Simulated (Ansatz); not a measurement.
# Zn in Ansatz: the effect of target pressure

The system is Zn.

```xyz
2
Lattice="2.6700 0.0000 0.0000 -1.3350 2.3123 0.0000 0.0000 0.0000 4.9660" Properties=species:S:1:pos:R:3 pbc="T T T"
Zn    1.3350    0.7708    3.7245
Zn    0.0000    1.5415    1.2415
```

Alike in all runs:

* Program: Ansatz 0.2.0
* Task: relaxation of cell and atoms
* Functional: PBEsol
* Potentials or basis: Ansatz PAW
* Cutoff: 420 eV (not typed: the program's choice for these potentials)
* k mesh: 11 × 11 × 6
* Occupations: fermi-dirac, width 0.05 eV
* Spin: no spin polarisation

Each run relaxes the cell or the atoms first.

Task: One run gave: relaxed volume 14.03 Å³/atom. Which target pressure did it use?
A. 20 GPa
B. 10 GPa
C. 2 GPa
D. 0 GPa
E. 5 GPa

Result: D.

```tsv
target pressure	relaxed volume (Å³/atom)
0 GPa	14.03
2 GPa	13.67
5 GPa	13.31
10 GPa	12.80
20 GPa	12.04
30 GPa	11.46
```

Caveats: the plane-wave basis is chosen anew once the cell has moved, so the energies of steps on either side of that aren't comparable; the PAW data sets come from PBE, with cores solved anew for the run's functional, which leaves a small shift of forces and pressure; the volume moved by over 15 % at a fixed basis, so the end points are rough (some runs).

Runs at the PBE level aren't shown here.
